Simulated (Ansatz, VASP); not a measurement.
**Ga2O3 (Ga2O3 (R-3c)) in two plane-wave programs**

Aim: how closely do two programs agree when they are given the same cell, functional and k mesh? The cell is taken from a series of runs on this material, whose earlier steps may have relaxed, scaled, displaced or heated it; both programs get it as it stands.

Method: plane waves, with VASP 6.6.1 beside it; relaxation of cell and atoms at PBEsol, in Ansatz 0.2.0.

**1. Starting point**

The structure is trigonal, space group R-3c (No. 167). Conventional cell: a = 4.997 Å, b = 4.997 Å, c = 13.451 Å, α = 90.00°, β = 90.00°, γ = 120.00°. Ga has 6 O at 1.93 to 2.08 Å nearest. O has 4 Ga at 1.93 to 2.08 Å nearest. Farther neighbours and most contacts between anions are not listed.

As a file:

```cif
data_structure
_symmetry_space_group_name_H-M 'P 1'
_symmetry_Int_Tables_number 1
_cell_length_a 5.3317
_cell_length_b 5.3317
_cell_length_c 5.3317
_cell_angle_alpha 55.894
_cell_angle_beta 55.894
_cell_angle_gamma 55.893
_cell_volume 96.97
loop_
_atom_site_label
_atom_site_type_symbol
_atom_site_fract_x
_atom_site_fract_y
_atom_site_fract_z
_atom_site_occupancy
Ga1 Ga 0.85559 0.85559 0.85559 1
Ga2 Ga 0.64441 0.64441 0.64441 1
Ga3 Ga 0.14441 0.14441 0.14441 1
Ga4 Ga 0.35559 0.35559 0.35559 1
O5 O 0.75000 0.44683 0.05317 1
O6 O 0.44683 0.05317 0.75000 1
O7 O 0.05317 0.75000 0.44683 1
O8 O 0.25000 0.55317 0.94683 1
O9 O 0.94683 0.25000 0.55317 1
O10 O 0.55317 0.94683 0.25000 1
```

**2. VASP: relaxation of cell and atoms, PBEsol**

The relaxed volume is the usual yardstick between codes: in a stiff, nearly cubic crystal its relative difference is about their pressure difference at one cell divided by the bulk modulus.

Lines of VASP's logs that name or quote its potential files are left out, and so is its time.

The input, INCAR:

```
SYSTEM = Ga2O3
PREC = Accurate
ENCUT = 600
EDIFF = 1E-07
NELM = 120
ISMEAR = 0
SIGMA = 0.01
LREAL = .FALSE.
ALGO = Normal
GGA = PS
NBANDS = 54
LORBIT = 11
LWAVE = .FALSE.
LCHARG = .FALSE.
ISIF = 3
IBRION = 2
NSW = 80
EDIFFG = -0.005
LASPH = .TRUE.
GGA_COMPAT = .FALSE.
NELMIN = 4
EFERMI = MIDGAP
KPAR = 2
```

The input, POSCAR:

```
Ga2O3
1.0
    2.4986990000      1.4426250000      4.4835500000
   -2.4986990000      1.4426250000      4.4835500000
    0.0000000000     -2.8852490000      4.4835500000
Ga O
4 6
Direct
    0.8555852886      0.8555852886      0.8555855851
    0.6444141184      0.6444141184      0.6444144149
    0.1444141184      0.1444141184      0.1444144149
    0.3555852886      0.3555852886      0.3555855851
    0.7499997035      0.4468325128      0.0531671907
    0.4468325128      0.0531668942      0.7500000000
    0.0531668942      0.7499997035      0.4468328093
    0.2499997035      0.5531668942      0.9468328093
    0.9468325128      0.2499997035      0.5531671907
    0.5531668942      0.9468325128      0.2500000000
```

The input, KPOINTS:

```
Automatic mesh
0
Gamma
7 7 7
0 0 0
```

The projector-augmented-wave data sets are Ga_d and O (PBE family, release 64).

Command:

```bash
mpirun -np 2 vasp_std
```

Numbers of over 12 decimals in the logs are rounded to 6 here.

Log:

```text
[banner, memory and clock lines left out]
running    2 mpi-ranks, on    1 nodes
 distrk:  each k-point on    1 cores,    2 groups
 distr:  one band on    1 cores,    1 groups

 POSCAR found type information on POSCAR GaO
 POSCAR found :  2 types and      10 ions
|                                                                             |
|               ----> ADVICE to this user running VASP <----                  |
|                                                                             |
|     You enforced a specific xc type in the INCAR file but a different       |
|     [... a line on the potential file left out ...]
|     I HOPE YOU KNOW WHAT YOU ARE DOING!                                     |
|                                                                             |

 LDA part: xc-table for (Slater+PW92), standard interpolation
 POSCAR, INCAR and KPOINTS ok, starting setup
 FFT: planning ... GRIDC
 FFT: planning ... GRID_SOFT
 FFT: planning ... GRID
 WAVECAR not read
 entering main loop
       N       E                     dE             d eps       ncg     rms          rms(c)
DAV:   1     0.128406652068E+04    0.12841E+04   -0.43136E+04  5624   0.334E+03
DAV:   2     0.224088609851E+03   -0.10600E+04   -0.10007E+04  4792   0.879E+02
DAV:   3    -0.478531436066E+02   -0.27194E+03   -0.26392E+03  5558   0.282E+02
DAV:   4    -0.703746992890E+02   -0.22522E+02   -0.22266E+02  5766   0.866E+01
DAV:   5    -0.712705625884E+02   -0.89586E+00   -0.89383E+00  6392   0.178E+01    0.157E+01
DAV:   6    -0.638311333886E+02    0.74394E+01   -0.25633E+01  8580   0.596E+01    0.455E+00
DAV:   7    -0.639076870096E+02   -0.76554E-01   -0.25799E+00  5306   0.886E+00    0.314E+00
DAV:   8    -0.638526447166E+02    0.55042E-01   -0.46406E-01  7186   0.512E+00    0.129E+00
DAV:   9    -0.638206332060E+02    0.32012E-01   -0.16543E-01  7564   0.441E+00    0.150E-01
DAV:  10    -0.638214861125E+02   -0.85291E-03   -0.10139E-02  6230   0.920E-01    0.481E-02
DAV:  11    -0.638215535442E+02   -0.67432E-04   -0.10961E-03  6036   0.409E-01    0.259E-02
DAV:  12    -0.638215619850E+02   -0.84408E-05   -0.17559E-04  5872   0.114E-01    0.157E-02
DAV:  13    -0.638215622069E+02   -0.22188E-06   -0.23072E-05  6596   0.276E-02    0.279E-03
DAV:  14    -0.638215620005E+02    0.20639E-06   -0.16736E-06  6044   0.892E-03    0.141E-03
DAV:  15    -0.638215617956E+02    0.20482E-06   -0.31945E-07  4932   0.116E-02    0.985E-04
DAV:  16    -0.638215619435E+02   -0.14788E-06   -0.18781E-07  3424   0.370E-03    0.658E-04
DAV:  17    -0.638215619737E+02   -0.30228E-07   -0.95928E-08  3138   0.419E-03
   1 F= -.63821562E+02 E0= -.63821562E+02  d E =-.638216E+02
[...]
2 F= -.63821903E+02 E0= -.63821903E+02  d E =-.341254E-03
[...]
3 F= -.63822282E+02 E0= -.63822282E+02  d E =-.719861E-03
[...]
4 F= -.63822437E+02 E0= -.63822437E+02  d E =-.155391E-03
[...]
5 F= -.63822503E+02 E0= -.63822503E+02  d E =-.221058E-03
[...]
6 F= -.63822503E+02 E0= -.63822503E+02  d E =-.221174E-03
 curvature:  -1.13 expect dE=-0.227E-04 dE for cont linesearch -0.838E-09
 trial: gam= 0.07206 g(F)=  0.189E-05 g(S)=  0.182E-04 ort = 0.425E-06 (trialstep = 0.113E+01)
 search vector abs. value=  0.214E-04
 bond charge predicted
       N       E                     dE             d eps       ncg     rms          rms(c)
DAV:   1    -0.638225693222E+02   -0.66317E-04   -0.26336E-03  5496   0.331E-01    0.568E-02
DAV:   2    -0.638225346310E+02    0.34691E-04   -0.17694E-04  5352   0.156E-01    0.321E-02
DAV:   3    -0.638225161354E+02    0.18496E-04   -0.42967E-05  7514   0.540E-02    0.793E-03
DAV:   4    -0.638225154692E+02    0.66624E-06   -0.72909E-06  5454   0.232E-02    0.391E-03
DAV:   5    -0.638225152949E+02    0.17427E-06   -0.25163E-06  6468   0.995E-03    0.147E-03
DAV:   6    -0.638225153034E+02   -0.85347E-08   -0.46520E-07  4366   0.446E-03
   7 F= -.63822515E+02 E0= -.63822515E+02  d E =-.122950E-04
 trial-energy change:   -0.000012  1 .order   -0.000012   -0.000023   -0.000002
 step:   1.2188(harm=  1.2188)  dis= 0.00012  next Energy=   -63.822515 (dE=-0.123E-04)
 reached required accuracy - stopping structural energy minimisation
```

From OUTCAR (step 2):

```text
ion  position               nearest neighbor table
   1  0.856  0.856  0.856-   8 1.93  10 1.93   9 1.93   6 2.08   7 2.08   5 2.08   2 2.84
   2  0.644  0.644  0.644-   9 1.93  10 1.93   8 1.93   6 2.08   5 2.08   7 2.08   1 2.84
   3  0.144  0.144  0.144-   5 1.93   6 1.93   7 1.93  10 2.08   9 2.08   8 2.08   4 2.84
   4  0.356  0.356  0.356-   7 1.93   6 1.93   5 1.93  10 2.08   8 2.08   9 2.08   3 2.84
   5  0.750  0.447  0.053-   3 1.93   4 1.93   2 2.08   1 2.08
   6  0.447  0.053  0.750-   3 1.93   4 1.93   1 2.08   2 2.08
   7  0.053  0.750  0.447-   4 1.93   3 1.93   1 2.08   2 2.08
   8  0.250  0.553  0.947-   1 1.93   2 1.93   4 2.08   3 2.08
   9  0.947  0.250  0.553-   2 1.93   1 1.93   3 2.08   4 2.08
  10  0.553  0.947  0.250-   1 1.93   2 1.93   3 2.08   4 2.08

  LATTYP: Found a trigonal (rhomboedric) cell.
 ALAT       =     5.3316868049
 COS(alpha) =     0.5607328845

 Subroutine GETGRP returns: Found 12 space group operations
 (whereof  6 operations were pure point group operations)

The static configuration has the point symmetry S_6 .
 The point group associated with its full space group is D_3d.

 Found     44 irreducible k-points:

   k-points           NKPTS =     44   k-points in BZ     NKDIM =     44   number of bands    NBANDS=     54

   dimension x,y,z NGX =    48 NGY =   48 NGZ =   48
   dimension x,y,z NGXF=    96 NGYF=   96 NGZF=   96

   ENCUT  =  600.0 eV  44.10 Ry    6.64 a.u.  10.65 10.65 10.65*2*pi/ulx,y,z

   NELECT =      88.0000    total number of electrons

 k-points in reciprocal lattice and weights: Automatic mesh
   0.00000000  0.00000000  0.00000000       0.003
   0.14285714 -0.00000000  0.00000000       0.017
   0.28571429 -0.00000000  0.00000000       0.017
   0.42857143  0.00000000 -0.00000000       0.017
   0.14285714  0.14285714  0.00000000       0.017
   0.28571429  0.14285714  0.00000000       0.035
   0.42857143  0.14285714  0.00000000       0.035
  -0.42857143  0.14285714  0.00000000       0.035
  -0.28571429  0.14285714 -0.00000000       0.035
[...]
0.42857143  0.42857143  0.42857143       0.006
  -0.42857143  0.42857143  0.42857143       0.017

 average (electrostatic) potential at core
       1 -63.3782       2 -63.3783       3 -63.3783       4 -63.3782       5 -69.1446
       6 -69.1446       7 -69.1446       8 -69.1446       9 -69.1446      10 -69.1446

 E-fermi :   5.6661

 k-point     1 :       0.0000    0.0000    0.0000
  band No.  band energies     occupation
    ...
     40       3.9939      2.00000
     41       4.0050      2.00000
     42       4.0050      2.00000
     43       4.0706      2.00000
     44       4.0706      2.00000
     45       7.0106      0.00000
     46      10.8831      0.00000
     47      10.9790      0.00000
     48      13.0715      0.00000
     49      14.3429      0.00000
    ...

 k-point     2 :       0.1429   -0.0000    0.0000
  band No.  band energies     occupation
    ...
     40       3.7761      2.00000
     41       3.8157      2.00000
     42       3.9159      2.00000
     43       4.1369      2.00000
     44       4.2306      2.00000
     45       7.6749      0.00000
     46      10.8065      0.00000
     47      11.2684      0.00000
     48      12.7973      0.00000
     49      13.5812      0.00000
    ...

 k-point     3 :       0.2857   -0.0000    0.0000
  band No.  band energies     occupation
    ...
     40       3.5091      2.00000
     41       3.6701      2.00000
     42       3.7310      2.00000
     43       4.1316      2.00000
     44       4.2858      2.00000
     45       8.9238      0.00000
     46      10.6850      0.00000
     47      11.4707      0.00000
     48      12.1853      0.00000
     49      13.2228      0.00000
    ...

  Total        0.0129108      0.0129108      0.0049350      0.0000000      0.0000000     -0.0000000
  in kB        0.2127408      0.2127408      0.0813186      0.0000000      0.0000000     -0.0000000
  external PRESSURE =       0.1689334 kB  Pullay stress =       0.0000000 kB

  energy-cutoff  :      600.00
  volume of cell :       97.23
      direct lattice vectors                 reciprocal lattice vectors
     2.501850197  1.444444345  4.484343305     0.199852094  0.115384650  0.074332689
    -2.501850197  1.444444345  4.484343305    -0.199852094  0.115384650  0.074332689
    -0.000000000 -2.888887689  4.484343305     0.000000000 -0.230769300  0.074332714

 POSITION                                       TOTAL-FORCE (eV/Angst)
 -----------------------------------------------------------------------------------
     -0.00000      0.00000     11.51431        -0.000000      0.000000      0.000729
     -0.00000     -0.00000      8.66523         0.000000     -0.000000     -0.000729
     -0.00000     -0.00000      1.93872         0.000000     -0.000000     -0.000729
     -0.00000     -0.00000      4.78779        -0.000000      0.000000      0.000729
      0.75762      1.57665      5.60543         0.000514     -0.000891     -0.000000
      0.98661     -1.44444      5.60543        -0.001028     -0.000000     -0.000000
     -1.74423     -0.13221      5.60543         0.000514      0.000891      0.000000
     -0.75762     -1.57665      7.84760        -0.000514      0.000891      0.000000
      1.74423      0.13221      7.84760        -0.000514     -0.000891     -0.000000
     -0.98661      1.44444      7.84760         0.001028     -0.000000      0.000000
 -----------------------------------------------------------------------------------
    total drift:                                0.001380      0.002962      0.009743

  FREE ENERGIE OF THE ION-ELECTRON SYSTEM (eV)
  ---------------------------------------------------
  free  energy   TOTEN  =       -63.8225153034 eV

  energy  without entropy=      -63.8225153034  energy(sigma->0) =      -63.82251530

 reached required accuracy - stopping structural energy minimisation

 total charge
# of ion       s       p       d       tot
------------------------------------------
    1        0.675   0.741  10.253  11.669
    2        0.675   0.741  10.253  11.669
    3        0.675   0.741  10.253  11.669
    4        0.675   0.741  10.253  11.669
    5        1.550   3.494   0.000   5.044
    6        1.550   3.494   0.000   5.044
    7        1.550   3.494   0.000   5.044
    8        1.550   3.494   0.000   5.044
    9        1.550   3.494   0.000   5.044
   10        1.550   3.494   0.000   5.044
--------------------------------------------------
tot         11.998  23.929  41.013  76.939

[... 3 further parts left out ...]
```

The run keeps the 12 symmetry operations of its start, so it cannot find a distortion of lower symmetry.

(Part 1 of 2 ends here.)

[Lines on the potential files, build, host, timing and source positions are cut from VASP's logs without a mark.]

[Logs are printed without paths, hosts, clocks, repeated set-up lines and the standing remarks that a program may print on its own settings, such as how far it seeks lower states.]

[Hosts, paths, dates, database ids (printed as entryN), source tags and the programs' standing remarks are cut or masked in the printed files.]
